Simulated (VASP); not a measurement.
# K (Fm-3m) in VASP: a series of runs

Runs on K. Level: PBE. Tasks: single point.

All numbers are computed with VASP 6.6.1; they aren't measurements. Logs are shortened: lines on timing, memory, paths and dates and some standing lists are left out, and cuts for length are marked.

### Step 1. The structure

The structure is cubic, space group Fm-3m (No. 225). The conventional cell has a = 6.784 Å, b = 6.784 Å, c = 6.784 Å, α = 90.00°, β = 90.00°, γ = 90.00°.

This isn't the form of K at room conditions, which is bcc.

### Step 2. Single point, PBE

Input file INCAR:

```
SYSTEM = K
ADDGRID = .False. ; ALGO = Normal
EDIFF = 1E-4 ; ENCUT = 450
GGA = PE ; ISIF = 2
ISMEAR = 0 ; LASPH = .True.
LCHARG = .False. ; LREAL = Auto
LWAVE = .False. ; NELM = 100
PREC = Normal ; SIGMA = 0.1
```

Input file KPOINTS:

```
k-points
0
Gamma
  11 11 11
  0 0 0
```

Input file POSCAR:

```
K
1.0
    0.0000000000      3.3918728180      3.3918728180
    3.3918728180      0.0000000000      3.3918728180
    3.3918728180      3.3918728180      0.0000000000
K
1
Direct
    0.0000000000      0.0000000000      0.0000000000
```

Potentials or basis: VASP PAW PBE potentials, release 64 (K_sv).

Run with:

```sh
$ cat potpaw_PBE.64/K_sv/POTCAR > POTCAR
$ mpirun -np 1 vasp_std > vasp.out
```

OUTCAR:

```text
SYSTEM = K
   EDIFF = 1E-4
   ENCUT = 450
   GGA = PE
   ISIF = 2
   ISMEAR = 0
   LASPH = .True.
   LREAL = Auto
   NELM = 100
   PREC = Normal

 Found     56 irreducible k-points:

 Following reciprocal coordinates:
            Coordinates               Weight
  0.000000  0.000000  0.000000      1.000000
  0.090909  0.000000  0.000000      8.000000
  0.181818  0.000000  0.000000      8.000000
  0.272727  0.000000  0.000000      8.000000
  0.363636  0.000000  0.000000      8.000000
  0.454545  0.000000  0.000000      8.000000
   k-points           NKPTS =     56   k-points in BZ     NKDIM =     56   number of bands    NBANDS=      8
   number of dos      NEDOS =    301   number of ions     NIONS =      1
   total plane-waves  NPLWV =  21952
   dimension x,y,z NGX =    28 NGY =   28 NGZ =   28
   dimension x,y,z NGXF=    56 NGYF=   56 NGZF=   56
   ions per type =               1
   NGX,Y,Z   is equivalent  to a cutoff of   9.70,  9.70,  9.70 a.u.
   NGXF,Y,Z  is equivalent  to a cutoff of  19.41, 19.41, 19.41 a.u.
 SYSTEM =  K
   PREC   = normal    normal or accurate (medium, high low for compatibility)
   ISTART =      0    job   : 0-new  1-cont  2-samecut
   ICHARG =      2    charge: 1-file 2-atom 10-const
   ISPIN  =      1    spin polarized calculation?
   LNONCOLLINEAR =      F non collinear calculations
   LSORBIT =      F    spin-orbit coupling
   LASPH  =      T    aspherical Exc in radial PAW
   ENCUT  =  450.0 eV  33.07 Ry    5.75 a.u.   8.30  8.30  8.30*2*pi/ulx,y,z
   NELM   =    100;   NELMIN=  2; NELMDL= -5     # of ELM steps
   EDIFF  = 0.1E-03   stopping-criterion for ELM
   LREAL  =      T    real-space projection
   EDIFFG = 0.1E-02   stopping-criterion for IOM
   NSW    =      0    number of steps for IOM
   IBRION =     -1    ionic relax: 0-MD 1-quasi-New 2-CG
   NFREE  =      0    steps in history (QN), initial steepest desc. (CG)
   ISIF   =      2    stress and relaxation
   ISYM   =      2    0-nonsym 1-usesym 2-fastsym
   POTIM  = 0.5000    time-step for ionic-motion
   TEBEG  =    0.0;   TEEND  =   0.0 temperature during run
   PSTRESS=    0.0 pullay stress
   NELECT =       9.0000    total number of electrons
   NUPDOWN=      -1.0000    fix difference up-down
   EMIN   =  10.00;   EMAX   =-10.00  energy-range for DOS
   EFERMI =   0.00;   METHOD = LEGACY
   ISMEAR =     0;   SIGMA  =   0.10  broadening in eV -4-tet -1-fermi 0-gaus
   EFERMI_NEDOS =   21; number of points for ismear=-14 and -15
   IALGO  =     38    algorithm
   IMIX   =      4    mixing-type and parameters
     AMIX     =   0.40;   BMIX     =  1.00
     AMIX_MAG =   1.60;   BMIX_MAG =  1.00
  volume/ion in A,a.u.               =      78.05       526.68
  Fermi-wavevector in a.u.,A,eV,Ry     =   0.796843  1.505815  8.639139  0.634959
  Thomas-Fermi vector in A             =   1.903445
   LORBIT       =      0    0 simple, 1 ext, 2 COOP (PROOUT), +10 PAW based schemes
   GGA     = PE    functional components
   LHFCALC =     F    Hartree Fock is set to
   AEXX    =    0.0000 exact exchange contribution
   IVDW    =     0    specifies the selected vdW correction
   LEPSILON=     F    determine dielectric tensor
   LRPA    =     F    only Hartree local field effects (RPA)
 non-spin polarized calculation
 Gauss-broadening in eV      SIGMA  =   0.10
  energy-cutoff  :      450.00
  volume of cell :       78.05
 maximum number of plane-waves:      1715
   NGX = 17   NGY = 17   NGZ = 17

 number of electron       8.9999997 magnetization

 Free energy of the ion-electron system (eV)
  ---------------------------------------------------
  ext. energy  EPLUGINS =         0.00000000
  ---------------------------------------------------
  free energy    TOTEN  =        -1.04637721 eV

  energy without entropy =       -1.04183249  energy(sigma->0) =       -1.04410485

 E-fermi :  -0.2221     XC(G=0):  -5.5069

 val. band max:       -0.2760547554   @ k =  -0.2727   0.2727   0.0000
 cond. band min:      -0.2197578358   @ k =   0.4545   0.0000   0.0000
 fundamental gap:      0.0562969196
 Fermi energy:        -0.2221363896

 k-point     1 :       0.0000    0.0000    0.0000
  band No.  band energies     occupation
      1     -32.4019      2.00000
      2     -15.8559      2.00000
      3     -15.8559      2.00000
      4     -15.8559      2.00000
      5      -2.3173      2.00000
      6       3.9099      0.00000
      7       3.9099      0.00000
      8       3.9099      0.00000

 k-point     2 :       0.0909    0.0000    0.0000
  band No.  band energies     occupation
      1     -32.4017      2.00000
      2     -15.8602      2.00000
      3     -15.8565      2.00000
      4     -15.8565      2.00000
      5      -2.2247      2.00000
      6       3.6400      0.00000
      7       3.9447      0.00000
      8       3.9447      0.00000

 k-point     3 :       0.1818    0.0000    0.0000
  band No.  band energies     occupation
      1     -32.4011      2.00000
      2     -15.8717      2.00000
      3     -15.8581      2.00000
      4     -15.8581      2.00000
      5      -1.9512      2.00000
      6       3.0194      0.00000
      7       3.9938      0.00000
      8       3.9938      0.00000

 k-point     4 :       0.2727    0.0000    0.0000
  band No.  band energies     occupation
      1     -32.4003      2.00000
      2     -15.8866      2.00000
      3     -15.8602      2.00000
      4     -15.8602      2.00000
      5      -1.5096      2.00000
      6       2.2532      0.00000
      7       3.9330      0.00000
      8       3.9330      0.00000

 k-point     5 :       0.3636    0.0000    0.0000
  band No.  band energies     occupation
      1     -32.3996      2.00000
      2     -15.9003      2.00000
      3     -15.8622      2.00000
      4     -15.8622      2.00000
      5      -0.9209      2.00000
      6       1.4275      0.00000
      7       3.8017      0.00000
      8       3.8017      0.00000

 k-point     6 :       0.4545    0.0000    0.0000
  band No.  band energies     occupation
      1     -32.3992      2.00000
      2     -15.9083      2.00000
      3     -15.8633      2.00000
      4     -15.8633      2.00000
      5      -0.2198      0.97317
      6       0.6018      0.00000
      7       3.7134      0.00000
      8       3.7134      0.00000

 [... further k-points ...]
[... 5 lines left out ...]
  --------------------------------------------------------------------------------------
  -------------------------------------------------------------------------------------
  Total       -0.1073500     -0.1073500     -0.1073500      0.0000000      0.0000000      0.0000000
  in kB       -2.2037579     -2.2037579     -2.2037579      0.0000000      0.0000000      0.0000000
  external PRESSURE =      -2.2037579 kB  Pullay stress =       0.0000000 kB

 VOLUME and BASIS-vectors are now :
 -----------------------------------------------------------------------------
  energy-cutoff  :      450.00
  volume of cell :       78.05
      direct lattice vectors                 reciprocal lattice vectors
     0.000000000  3.391872818  3.391872818    -0.147411188  0.147411188  0.147411188
     3.391872818  0.000000000  3.391872818     0.147411188 -0.147411188  0.147411188
     3.391872818  3.391872818  0.000000000     0.147411188  0.147411188 -0.147411188

 POSITION                                       TOTAL-FORCE (eV/Angst)
 -----------------------------------------------------------------------------------
      0.00000      0.00000      0.00000         0.000000     -0.000000      0.000000
 -----------------------------------------------------------------------------------
    total drift:                               -0.000000     -0.000000     -0.000000

  FREE ENERGIE OF THE ION-ELECTRON SYSTEM (eV)
  ---------------------------------------------------
  free  energy   TOTEN  =        -1.0463772106 eV

  energy  without entropy=       -1.0418324886  energy(sigma->0) =       -1.04410485
```

It took 12 s on 1 thread of Intel Xeon Platinum 8488C (Sapphire Rapids), shared host; peak memory 0.15 GiB.

The run converged, but some of its settings lie outside the range that counts as converged, so its numbers aren't taken as properties of the crystal.

Results:

| Quantity | Value |
| --- | --- |
| Free energy | -1.0464 eV |
| Pressure | -0.2 GPa |
| Band gap on the k mesh | none (metal or under the smearing width) |

### Step 3. Single point, PBE

Input file INCAR:

```
SYSTEM = K
ADDGRID = .False. ; ALGO = Normal
EDIFF = 1E-6 ; ENCUT = 400
GGA = PE ; ISIF = 2
ISMEAR = 0 ; LASPH = .True.
LCHARG = .False. ; LREAL = .False.
LWAVE = .False. ; NELM = 100
PREC = Accurate ; SIGMA = 0.1
```

Input file KPOINTS:

```
k-points
0
Gamma
  12 12 12
  0 0 0
```

POSCAR is that of step 2.

Potentials or basis: VASP PAW PBE potentials, release 64 (K_sv).

Run with:

```sh
$ cat potpaw_PBE.64/K_sv/POTCAR > POTCAR
$ mpirun -np 1 vasp_std > vasp.out
```

OUTCAR:

```text
SYSTEM = K
   EDIFF = 1E-6
   ENCUT = 400
   GGA = PE
   ISIF = 2
   ISMEAR = 0
   LASPH = .True.
   LREAL = .False.
   NELM = 100
   PREC = Accurate

 Found     72 irreducible k-points:

 Following reciprocal coordinates:
            Coordinates               Weight
  0.000000  0.000000  0.000000      1.000000
  0.083333  0.000000  0.000000      8.000000
  0.166667  0.000000  0.000000      8.000000
  0.250000  0.000000  0.000000      8.000000
  0.333333  0.000000  0.000000      8.000000
  0.416667  0.000000  0.000000      8.000000
   k-points           NKPTS =     72   k-points in BZ     NKDIM =     72   number of bands    NBANDS=      8
   number of dos      NEDOS =    301   number of ions     NIONS =      1
   total plane-waves  NPLWV =  32768
   dimension x,y,z NGX =    32 NGY =   32 NGZ =   32
   dimension x,y,z NGXF=    64 NGYF=   64 NGZF=   64
   ions per type =               1
   NGX,Y,Z   is equivalent  to a cutoff of  11.09, 11.09, 11.09 a.u.
   NGXF,Y,Z  is equivalent  to a cutoff of  22.18, 22.18, 22.18 a.u.
 SYSTEM =  K
   PREC   = accura    normal or accurate (medium, high low for compatibility)
   ISTART =      0    job   : 0-new  1-cont  2-samecut
   ICHARG =      2    charge: 1-file 2-atom 10-const
   ISPIN  =      1    spin polarized calculation?
   LNONCOLLINEAR =      F non collinear calculations
   LSORBIT =      F    spin-orbit coupling
   LASPH  =      T    aspherical Exc in radial PAW
   ENCUT  =  400.0 eV  29.40 Ry    5.42 a.u.   7.82  7.82  7.82*2*pi/ulx,y,z
   NELM   =    100;   NELMIN=  2; NELMDL= -5     # of ELM steps
   EDIFF  = 0.1E-05   stopping-criterion for ELM
   LREAL  =      F    real-space projection
   EDIFFG = 0.1E-04   stopping-criterion for IOM
   NSW    =      0    number of steps for IOM
   IBRION =     -1    ionic relax: 0-MD 1-quasi-New 2-CG
   NFREE  =      0    steps in history (QN), initial steepest desc. (CG)
   ISIF   =      2    stress and relaxation
   ISYM   =      2    0-nonsym 1-usesym 2-fastsym
   POTIM  = 0.5000    time-step for ionic-motion
   TEBEG  =    0.0;   TEEND  =   0.0 temperature during run
   PSTRESS=    0.0 pullay stress
   NELECT =       9.0000    total number of electrons
   NUPDOWN=      -1.0000    fix difference up-down
   EMIN   =  10.00;   EMAX   =-10.00  energy-range for DOS
   EFERMI =   0.00;   METHOD = LEGACY
   ISMEAR =     0;   SIGMA  =   0.10  broadening in eV -4-tet -1-fermi 0-gaus
   EFERMI_NEDOS =   21; number of points for ismear=-14 and -15
   IALGO  =     38    algorithm
   IMIX   =      4    mixing-type and parameters
     AMIX     =   0.40;   BMIX     =  1.00
     AMIX_MAG =   1.60;   BMIX_MAG =  1.00
  volume/ion in A,a.u.               =      78.05       526.68
  Fermi-wavevector in a.u.,A,eV,Ry     =   0.796843  1.505815  8.639139  0.634959
  Thomas-Fermi vector in A             =   1.903445
   LORBIT       =      0    0 simple, 1 ext, 2 COOP (PROOUT), +10 PAW based schemes
   GGA     = PE    functional components
   LHFCALC =     F    Hartree Fock is set to
   AEXX    =    0.0000 exact exchange contribution
   IVDW    =     0    specifies the selected vdW correction
   LEPSILON=     F    determine dielectric tensor
   LRPA    =     F    only Hartree local field effects (RPA)
 non-spin polarized calculation
 Gauss-broadening in eV      SIGMA  =   0.10
  energy-cutoff  :      400.00
  volume of cell :       78.05
 maximum number of plane-waves:      1435
   NGX = 15   NGY = 15   NGZ = 15

 number of electron       9.0000000 magnetization

 Free energy of the ion-electron system (eV)
  ---------------------------------------------------
  ext. energy  EPLUGINS =         0.00000000
  ---------------------------------------------------
  free energy    TOTEN  =        -1.04774535 eV

  energy without entropy =       -1.04385728  energy(sigma->0) =       -1.04580132

 E-fermi :  -0.2597     XC(G=0):  -5.5096

 val. band max:       -0.3161870944   @ k =   0.5000   0.2500   0.0833
 cond. band min:      -0.2422542457   @ k =  -0.4167   0.0833   0.0000
 fundamental gap:      0.0739328487
 Fermi energy:        -0.2596968104

 k-point     1 :       0.0000    0.0000    0.0000
  band No.  band energies     occupation
      1     -32.4111      2.00000
      2     -15.8646      2.00000
      3     -15.8646      2.00000
      4     -15.8646      2.00000
      5      -2.3195      2.00000
      6       3.9065      0.00000
      7       3.9065      0.00000
      8       3.9065      0.00000

 k-point     2 :       0.0833    0.0000    0.0000
  band No.  band energies     occupation
      1     -32.4109      2.00000
      2     -15.8682      2.00000
      3     -15.8651      2.00000
      4     -15.8651      2.00000
      5      -2.2417      2.00000
      6       3.6767      0.00000
      7       3.9364      0.00000
      8       3.9364      0.00000

 k-point     3 :       0.1667    0.0000    0.0000
  band No.  band energies     occupation
      1     -32.4104      2.00000
      2     -15.8781      2.00000
      3     -15.8665      2.00000
      4     -15.8665      2.00000
      5      -2.0112      2.00000
      6       3.1334      0.00000
      7       3.9871      0.00000
      8       3.9871      0.00000

 k-point     4 :       0.2500    0.0000    0.0000
  band No.  band energies     occupation
      1     -32.4097      2.00000
      2     -15.8915      2.00000
      3     -15.8684      2.00000
      4     -15.8684      2.00000
      5      -1.6370      2.00000
      6       2.4499      0.00000
      7       3.9569      0.00000
      8       3.9569      0.00000

 k-point     5 :       0.3333    0.0000    0.0000
  band No.  band energies     occupation
      1     -32.4090      2.00000
      2     -15.9048      2.00000
      3     -15.8703      2.00000
      4     -15.8703      2.00000
      5      -1.1341      2.00000
      6       1.7030      0.00000
      7       3.8416      0.00000
      8       3.8416      0.00000

 k-point     6 :       0.4167    0.0000    0.0000
  band No.  band energies     occupation
      1     -32.4085      2.00000
      2     -15.9145      2.00000
      3     -15.8717      2.00000
      4     -15.8717      2.00000
      5      -0.5243      1.99982
      6       0.9385      0.00000
      7       3.7375      0.00000
      8       3.7375      0.00000

 [... further k-points ...]
[... 5 lines left out ...]
  --------------------------------------------------------------------------------------
  -------------------------------------------------------------------------------------
  Total       -0.0867863     -0.0867863     -0.0867863      0.0000000     -0.0000000      0.0000000
  in kB       -1.7816123     -1.7816123     -1.7816123      0.0000000     -0.0000000      0.0000000
  external PRESSURE =      -1.7816123 kB  Pullay stress =       0.0000000 kB

 VOLUME and BASIS-vectors are now :
 -----------------------------------------------------------------------------
  energy-cutoff  :      400.00
  volume of cell :       78.05
      direct lattice vectors                 reciprocal lattice vectors
     0.000000000  3.391872818  3.391872818    -0.147411188  0.147411188  0.147411188
     3.391872818  0.000000000  3.391872818     0.147411188 -0.147411188  0.147411188
     3.391872818  3.391872818  0.000000000     0.147411188  0.147411188 -0.147411188

 POSITION                                       TOTAL-FORCE (eV/Angst)
 -----------------------------------------------------------------------------------
      0.00000      0.00000      0.00000         0.000000      0.000000      0.000000
 -----------------------------------------------------------------------------------
    total drift:                                0.000000      0.000000      0.000000

  FREE ENERGIE OF THE ION-ELECTRON SYSTEM (eV)
  ---------------------------------------------------
  free  energy   TOTEN  =        -1.0477453526 eV

  energy  without entropy=       -1.0438572835  energy(sigma->0) =       -1.04580132
```

stdout:

```text
POSCAR found type information on POSCAR K
 POSCAR found :  1 types and       1 ions
 scaLAPACK will be used
 LDA part: xc-table for (Slater+PW92), standard interpolation
 POSCAR, INCAR and KPOINTS ok, starting setup
 FFT: planning ... GRIDC
 FFT: planning ... GRID_SOFT
 FFT: planning ... GRID
 WAVECAR not read
 entering main loop
```

It took 20 s on 1 thread of Intel Xeon Platinum 8488C (Sapphire Rapids), shared host; peak memory 0.18 GiB.

The run converged, but some of its settings lie outside the range that counts as converged, so its numbers aren't taken as properties of the crystal.

Results:

```
Free energy            : -1.0477 eV
Pressure               : -0.2 GPa
Band gap on the k mesh : none (metal or under the smearing width)
```

[end of part 1 of 2]
